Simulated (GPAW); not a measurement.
# BAs (F-43m) in GPAW: convergence with k mesh

Aim: find how far k mesh must go before the results for BAs settle, at LDA. This setting moves, with any that are tied to it; all else stays.

Everything below comes from runs of GPAW 26.7.0. Logs are shortened: lines on timing, memory, paths and dates and some standing lists are left out, and cuts for length are marked. The log counts tension as positive stress, the text compression.

## Step 1: Starting point

Symmetry: F-43m, No. 216, cubic system. Conventional cell: a = 4.777 Å, b = 4.777 Å, c = 4.777 Å, α = 90.00°, β = 90.00°, γ = 90.00°. Around As (site symmetry -43m) lie 4 B at 2.07 Å. Around B (site symmetry -43m) lie 4 As at 2.07 Å.

## Step 2: With k mesh 3 × 3 × 3

File run.py:

```python
import json
import numpy as np
from ase.dft.bandgap import bandgap
from ase.io import read, write
from gpaw import GPAW, PW
from gpaw.response.g0w0 import G0W0

atoms = read('BAs.cif')

calc = GPAW(mode=PW(550),
            xc='LDA',
            kpts={'size': (3, 3, 3), 'gamma': True},
            occupations={'name': 'fermi-dirac', 'width': 0.001},
            nbands=11,
            convergence={'density': 1e-06},
            maxiter=150,
            txt='gpaw.txt')
atoms.calc = calc
energy = atoms.get_potential_energy()
calc.write('gs.gpw')
write('result.traj', atoms)
print(f'Energy: {energy:.6f} eV')
print('Fermi level:', round(calc.get_fermi_level(), 4), 'eV')
print(f'Gap: {bandgap(calc)[0]:.4f} eV, direct: {bandgap(calc, direct=True)[0]:.4f} eV')

calc.diagonalize_full_hamiltonian(nbands=48)
calc.write('full.gpw', mode='all')

ibz = calc.get_ibz_k_points()
gap, vbm, cbm = bandgap(calc, output=None)
gap, direct, _ = bandgap(calc, direct=True, output=None)
gamma = int(np.abs(ibz).sum(1).argmin())
kpts = sorted({gamma, vbm[1], cbm[1], direct[1]})
gw = G0W0(calc='full.gpw',
          filename='gw',
          ecut=80,
          ecut_extrapolation=False,
          relbands=(-1, 1),
          kpts=kpts,
          integrate_gamma='1BZ',
          nbands=44,
          ppa=True)
gw.calculate()
results = {mode: {key: np.asarray(r[key]).tolist() for key in ['f', 'eps', 'vxc', 'exx', 'sigma', 'Z', 'qp', 'sigma_eskn']}
           for mode, r in gw.all_results.items()}
json.dump({'kpts': ibz[kpts].tolist(), 'results': results}, open('gw.json', 'w'))
for mode, r in results.items():
    f, qp = np.array(r['f']), np.array(r['qp'])
    print(mode, 'quasiparticle energies (eV):')
    print(qp.round(3))
    print(mode, 'gap:', round(qp[f < 0.5].min() - qp[f > 0.5].max(), 4), 'eV')
```

File BAs.cif:

```cif
data_BAs
_cell_length_a 3.37784909
_cell_length_b 3.37784909
_cell_length_c 3.37784909
_cell_angle_alpha 60.00000000
_cell_angle_beta 60.00000000
_cell_angle_gamma 60.00000000
_space_group_name_H-M_alt 'P1'
_space_group_name_Hall 'P 1'
_space_group_IT_number 1
loop_
_space_group_symop_operation_xyz
'x,y,z'
loop_
_atom_site_label
_atom_site_type_symbol
_atom_site_symmetry_multiplicity
_atom_site_Wyckoff_symbol
_atom_site_fract_x
_atom_site_fract_y
_atom_site_fract_z
_atom_site_occupancy
As1 As 1 a 0.7500000000 0.7500000000 0.7500000000 1
B1 B 1 a 0.0000000000 0.0000000000 0.0000000000 1
```

Potentials or basis: the program's PAW data sets (release 1.2.1) made for this functional, pw.

On the command line:

```sh
> OMP_NUM_THREADS=1 python run.py
```

gpaw.txt:

```text
__  _  _
 | _ |_)|_||  |
 |__||  | ||/\| - 26.7.0

Input parameters:
  mode=PW(ecut=550.0),
  convergence={'density': 1e-06},
  kpts=MonkhorstPack(size=(3, 3, 3), gamma=True),
  maxiter=150,
  nbands=11,
  occupations=Occupations(name='fermi-dirac', width=0.001),
  xc=XC(name='LDA')

Diagonalizing LCAO Hamiltonian
Converting LCAO to pw mode

                     As

       B

Atoms  # Å, Bohr magnetons
|   | symbol |        x |        y |        z |    initial magnetic moments |
|---|--------|----------|----------|----------|-----------------------------|
| 0 |     As | 5.066774 | 2.925303 | 2.068502 | ( 0.0000,  0.0000,  0.0000) |
| 1 |      B | 0.000000 | 0.000000 | 0.000000 | ( 0.0000,  0.0000,  0.0000) |

Unit cell  # Å
| periodic |        x |        y |        z |  lengths |    angles |
|----------|----------|----------|----------|----------|-----------|
|      yes | 3.377849 | 0.000000 | 0.000000 | 3.377849 | 60.000000 |
|      yes | 1.688925 | 2.925303 | 0.000000 | 3.377849 | 60.000000 |
|      yes | 1.688925 | 0.975101 | 2.758002 | 3.377849 | 60.000000 |

Number of symmetries: 24
Symmetry operations  # r_c * U_cc + t_c -> r_c
|    | kind |            matrix            |
|----|------|------------------------------|
|  0 |  E   |  1, 0, 0,  0, 1, 0,  0, 0, 1 |
|  1 |  σ   |  1, 0, 0,  0, 0, 1,  0, 1, 0 |
|  2 |  σ   |  1, 0,-1,  0, 1,-1,  0, 0,-1 |
|  3 |  C3  |  1, 0,-1,  0, 0,-1,  0, 1,-1 |
|  4 |  C3  |  1,-1, 0,  0,-1, 1,  0,-1, 0 |
|  5 |  σ   |  1,-1, 0,  0,-1, 0,  0,-1, 1 |
|  6 |  σ   |  0, 1, 0,  1, 0, 0,  0, 0, 1 |
|  7 |  C3  |  0, 1, 0,  0, 0, 1,  1, 0, 0 |
|  8 |  C2  |  0, 1,-1,  1, 0,-1,  0, 0,-1 |
|  9 |  S4  |  0, 1,-1,  0, 0,-1,  1, 0,-1 |
| 10 |  C3  |  0, 0, 1,  1, 0, 0,  0, 1, 0 |
| 11 |  σ   |  0, 0, 1,  0, 1, 0,  1, 0, 0 |
| 12 |  S4  |  0, 0,-1,  1, 0,-1,  0, 1,-1 |
| 13 |  C3  |  0, 0,-1,  0, 1,-1,  1, 0,-1 |
| 14 |  S4  |  0,-1, 1,  1,-1, 0,  0,-1, 0 |
| 15 |  C2  |  0,-1, 1,  0,-1, 0,  1,-1, 0 |
| 16 |  C3  |  0,-1, 0,  1,-1, 0,  0,-1, 1 |
| 17 |  S4  |  0,-1, 0,  0,-1, 1,  1,-1, 0 |
| 18 |  S4  | -1, 1, 0, -1, 0, 1, -1, 0, 0 |
| 19 |  C3  | -1, 1, 0, -1, 0, 0, -1, 0, 1 |
| 20 |  C3  | -1, 0, 1, -1, 1, 0, -1, 0, 0 |
| 21 |  S4  | -1, 0, 1, -1, 0, 0, -1, 1, 0 |
| 22 |  σ   | -1, 0, 0, -1, 1, 0, -1, 0, 1 |
| 23 |  C2  | -1, 0, 0, -1, 0, 1, -1, 1, 0 |

BZ-sampling:
  Number of BZ points: 27
  Number of IBZ points: 4

  Monkhorst-Pack size: [3, 3, 3]
  Monkhorst-Pack shift: [0, 0, 0]

K-points  # in reciprocal-cell coordinates
|   |                                coordinates |     weight |
|---|--------------------------------------------|------------|
| 0 | (  0.00000000,   0.00000000,   0.00000000) | 0.03703704 |
| 1 | (  0.33333333,   0.33333333,  -0.33333333) | 0.44444444 |
| 2 | (  0.33333333,   0.33333333,   0.00000000) | 0.22222222 |
| 3 | (  0.33333333,   0.33333333,   0.33333333) | 0.29629630 |

Plane wave coefficients: 821
Cutoff: 550.0 eV

Spin-components: 1 (collinear spins)
Bands:           11
Projectors:      10
Spin-degeneracy: 2
Datatype:        complex128

Density:
  Valence electrons: 8.0
  Components: 1
  Grid points: [20 20 20]
  Charge: 0.0  # |e|

Potential:
  Grid points: [20 20 20]

species:
  As:
    name:    Arsenic
    Z:       33.0
    valence: 5
    core:    28
    charge:  0.0  # [|e|]
    compensation charges:
      type: gauss
      rc: 0.33  # [Å]
      lmax: 2
    cutoffs:
      filter: 1.87  # [Å]
      core: 2.96  # [Å]
    projectors
    | kind |    occ | energy [eV] | rcut [Å] |
    |------|--------|-------------|----------|
    |   4s |  2.000 |     -14.691 |    1.058 |
    |   4p |  3.000 |      -5.342 |    1.058 |
    |    s |        |      12.520 |    1.058 |
    |    p |        |      21.869 |    1.058 |
    |    d |        |       0.000 |    1.058 |

    Using partial waves for As as LCAO basis

  B:
    name:    Boron
    Z:       5.0
    valence: 3
    core:    2
    charge:  0.0  # [|e|]
    compensation charges:
      type: gauss
      rc: 0.20  # [Å]
      lmax: 2
    cutoffs:
      filter: 1.14  # [Å]
      core: 1.42  # [Å]
    projectors
    | kind |    occ | energy [eV] | rcut [Å] |
    |------|--------|-------------|----------|
    |   2s |  2.000 |      -9.383 |    0.635 |
    |   2p |  1.000 |      -3.714 |    0.635 |
    |    s |        |      17.828 |    0.635 |
    |    p |        |      23.498 |    0.635 |
    |    d |        |       0.000 |    0.635 |

    Using partial waves for B as LCAO basis

Reference energy: -62082.522108  # eV

eigensolver:
  PPCG
  Converge bands: occupied
  niter=2

density mixing:
  MSR1-Mixer
  Pratt-step length: 0.05
  Maximum mixing coefficient: 0.75
  Old densities: 10
  SVD Regularization: 0.005
  Good broyden scale: 1.0
  Trust region scale: 1.0
  Backstep threshold: 4.0
  History deletion threshold: 6.0
  Fourier metric: weight=20.0, sigma=0.015

occupation numbers:
  Fermi-Dirac:
    width: 0.0010  # eV

poisson solver:
  ecut: 4400.0  # eV

xc functional:
  name: None

convergence criteria:
- Maximum integral of absolute [dens]ity change: 1e-06 electrons / valence electron
- Maximum [total energy] change in last 3 cyles: 0.0005 eV / valence electron
- Maximum integral of absolute [eigenst]ate change: 4e-08 eV^2 / valence electron
maximum number of iterations: 150

SCF iterations
|iter     | |      energy | eigst |  dens |
|---------|-|-------------|-------|-------|
|iter:   1| |  -13.035398 | -0.24 |       |
|iter:   2| |  -12.888275 | -2.25 | -0.68 |
|iter:   3| |  -12.285760 | -1.67 | -0.72 |
|iter:   4| |  -12.275072 | -3.16 | -1.41 |
|iter:   5| |  -12.274459 | -4.16 | -1.89 |
|iter:   6| |  -12.274448c| -5.42 | -2.56 |
|iter:   7| |  -12.274448c| -7.16 | -3.72 |
|iter:   8| |  -12.274448c| -7.81c| -4.26 |
|iter:   9| |  -12.274448c| -8.88c| -5.49 |
|iter:  10| |  -12.274448c| -9.73c| -6.21c|

Converged in 10 steps
Energy contributions relative to reference atoms: (reference = -62082.522108)

Energy contributions:
  Kinetic:          21.602121
  Coulomb:         -18.407971
  Zero:              0.000092
  External:          0.000000
  Xc:              -15.468690
  Entropy:          -0.000000
  Spinorbit:         0.000000
  ----------------------------
  Free energy:     -12.274448
  Extrapolated:    -12.274448

dipole moment: (-4.651839, -2.685741, -1.899105)  # |e|*Ang

Fermi level: 8.303
Eigenvalues  # (at kpt = [0.000, 0.000, 0.000])
| band index |      eig [eV] | occ [0-2] |
|------------|---------------|-----------|
|          0 |        -7.621 |     2.000 |
|          1 |         7.799 |     2.000 |
|          2 |         7.799 |     2.000 |
|          3 |         7.799 |     2.000 |
|          4 |        11.022 |     0.000 |
|          5 |        11.022 |     0.000 |
|          6 |        11.022 |     0.000 |
|          7 |        12.509 |     0.000 |
|          8 |        17.143 |     0.000 |
|          9 |        20.939 |     0.000 |
|         10 |        21.241 |     0.000 |

Gap: 1.175 eV
Transition (v -> c):
  (s=0, k=0, n=3, [0.00, 0.00, 0.00]) -> (s=0, k=2, n=4, [0.33, 0.33, 0.00])
Direct/indirect transitions are different
Direct gap: 3.223 eV
Transition at: (s=0, k=0, n=3, [0.00, 0.00, 0.00])
# Writing to gs.gpw (mode='')

Matrix size: 821x821
# Writing to full.gpw (mode='all')
```

Wall time 60 s (1 thread of Arm Neoverse V2, shared host); peak memory 0.28 GiB.

What came out:

- Free energy: -12.2744 eV
- Band gap on the k mesh, mean-field level: 1.18 eV, indirect (least direct gap 3.22 eV)
- Quasiparticle gap: 1.71 eV
- Least direct quasiparticle gap: 4.01 eV

## Step 3: With k mesh 4 × 4 × 4

Edit run.py of step 2 so:

```diff
@@ -11,3 +11,3 @@
             xc='LDA',
-            kpts={'size': (3, 3, 3), 'gamma': True},
+            kpts={'size': (4, 4, 4), 'gamma': True},
             occupations={'name': 'fermi-dirac', 'width': 0.001},
```

BAs.cif is that of step 2.

Potentials or basis: the program's PAW data sets (release 1.2.1) made for this functional, pw.

On the command line:

```sh
> OMP_NUM_THREADS=1 python run.py
```

Run time: 2 min. Hardware: 1 thread of Arm Neoverse V2, shared host; peak memory 0.28 GiB.

Results (log left out):

| Quantity | Value |
| --- | --- |
| Free energy | -12.7387 eV |
| Band gap on the k mesh, mean-field level | 1.32 eV, indirect (least direct gap 3.25 eV) |
| Quasiparticle gap | 1.92 eV |
| Least direct quasiparticle gap | 4.06 eV |

## Step 4: With k mesh 5 × 5 × 5

Edit run.py of step 3 so:

```diff
@@ -11,3 +11,3 @@
             xc='LDA',
-            kpts={'size': (4, 4, 4), 'gamma': True},
+            kpts={'size': (5, 5, 5), 'gamma': True},
             occupations={'name': 'fermi-dirac', 'width': 0.001},
```

BAs.cif is that of step 3.

On the command line:

```sh
> OMP_NUM_THREADS=1 python run.py
```

Run time: 2.6 min. Hardware: 1 thread of Arm Neoverse V2, shared host; peak memory 0.3 GiB.

The run converged. Its results:

```yaml
Free_energy: -12.8624 eV
Band_gap_on_the_k_mesh_mean-field_level: 1.12 eV, indirect (least direct gap 3.26 eV)
Quasiparticle_gap: 1.65 eV
Least_direct_quasiparticle_gap: 4.08 eV
```

## Step 5: With k mesh 6 × 6 × 6

Edit run.py of step 4 so:

```diff
@@ -11,3 +11,3 @@
             xc='LDA',
-            kpts={'size': (5, 5, 5), 'gamma': True},
+            kpts={'size': (6, 6, 6), 'gamma': True},
             occupations={'name': 'fermi-dirac', 'width': 0.001},
```

BAs.cif is that of step 4.

On the command line:

```sh
> OMP_NUM_THREADS=1 python run.py
```

It took 4.4 min on 1 thread of Arm Neoverse V2, shared host; peak memory 0.36 GiB.

The run converged. Its results:

```
Free energy                              : -12.9000 eV
Band gap on the k mesh, mean-field level : 1.23 eV, indirect (least direct gap 3.27 eV)
Quasiparticle gap                        : 1.79 eV
Least direct quasiparticle gap           : 4.08 eV
```

## Step 6: With k mesh 7 × 7 × 7

Edit run.py of step 5 so:

```diff
@@ -11,3 +11,3 @@
             xc='LDA',
-            kpts={'size': (6, 6, 6), 'gamma': True},
+            kpts={'size': (7, 7, 7), 'gamma': True},
             occupations={'name': 'fermi-dirac', 'width': 0.001},
```

BAs.cif is that of step 5.

Potentials or basis: the program's PAW data sets (release 1.2.1) made for this functional, pw.

On the command line:

```sh
> OMP_NUM_THREADS=1 python run.py
```

It took 5.9 min on 1 thread of Arm Neoverse V2, shared host; peak memory 0.44 GiB.

The run converged. Its results:

```yaml
Free_energy: -12.9124 eV
Band_gap_on_the_k_mesh_mean-field_level: 1.15 eV, indirect (least direct gap 3.27 eV)
Quasiparticle_gap: 1.65 eV
Least_direct_quasiparticle_gap: 4.06 eV
```

## Step 7: With k mesh 8 × 8 × 8

Edit run.py of step 6 so:

```diff
@@ -11,3 +11,3 @@
             xc='LDA',
-            kpts={'size': (7, 7, 7), 'gamma': True},
+            kpts={'size': (8, 8, 8), 'gamma': True},
             occupations={'name': 'fermi-dirac', 'width': 0.001},
```

BAs.cif is that of step 6.

On the command line:

```sh
> OMP_NUM_THREADS=1 python run.py
```

It took 9.3 min on 1 thread of Arm Neoverse V2, shared host; peak memory 0.55 GiB.

The run converged. Its results:

- Free energy: -12.9167 eV
- Band gap on the k mesh, mean-field level: 1.15 eV, indirect (least direct gap 3.27 eV)
- Quasiparticle gap: 1.67 eV
- Least direct quasiparticle gap: 4.08 eV

## Step 8: With k mesh 9 × 9 × 9

Edit run.py of step 7 so:

```diff
@@ -11,3 +11,3 @@
             xc='LDA',
-            kpts={'size': (8, 8, 8), 'gamma': True},
+            kpts={'size': (9, 9, 9), 'gamma': True},
             occupations={'name': 'fermi-dirac', 'width': 0.001},
```

BAs.cif is that of step 7.

On the command line:

```sh
> OMP_NUM_THREADS=1 python run.py
```

Wall time 13 min (1 thread of Arm Neoverse V2, shared host); peak memory 0.68 GiB.

It converged, with:

- Free energy: -12.9183 eV
- Band gap on the k mesh, mean-field level: 1.18 eV, indirect (least direct gap 3.27 eV)
- Quasiparticle gap: 1.67 eV
- Least direct quasiparticle gap: 4.06 eV

## Step 9: Result

```csv
k mesh,"energy less the tightest run, at zero smearing (meV/atom)",gap on the mesh (eV),quasiparticle gap at the points computed (eV),SCF cycles,CPU time (s),peak memory (GiB)
3 × 3 × 3,321.94,1.175,1.712,10,60,0.28
4 × 4 × 4,89.82,1.319,1.918,10,120,0.28
5 × 5 × 5,27.95,1.123,1.652,10,160,0.3
6 × 6 × 6,9.17,1.233,1.789,10,260,0.36
7 × 7 × 7,2.98,1.149,1.653,10,360,0.44
8 × 8 × 8,0.79,1.147,1.672,10,560,0.55
9 × 9 × 9,0.00,1.178,1.673,10,770,0.68
```

Against the tightest run, the energy stays within 1 meV/atom from 8 × 8 × 8 on; the quasiparticle gap at the points computed stays within 0.05 eV from 7 × 7 × 7 on. Not settled before the last step: the gap on the mesh (to 0.01 eV). Meshes of other sizes hit other points, so gaps and Fermi surfaces needn't settle smoothly. The tightest run that finished is the yardstick and may itself not be fully converged.

Caveats: the quasiparticle gap is taken among the few k points that were corrected; the long-wavelength limit can be off by a per cent or two; an odd mesh through Γ misses points on the zone boundary, where band edges often lie.
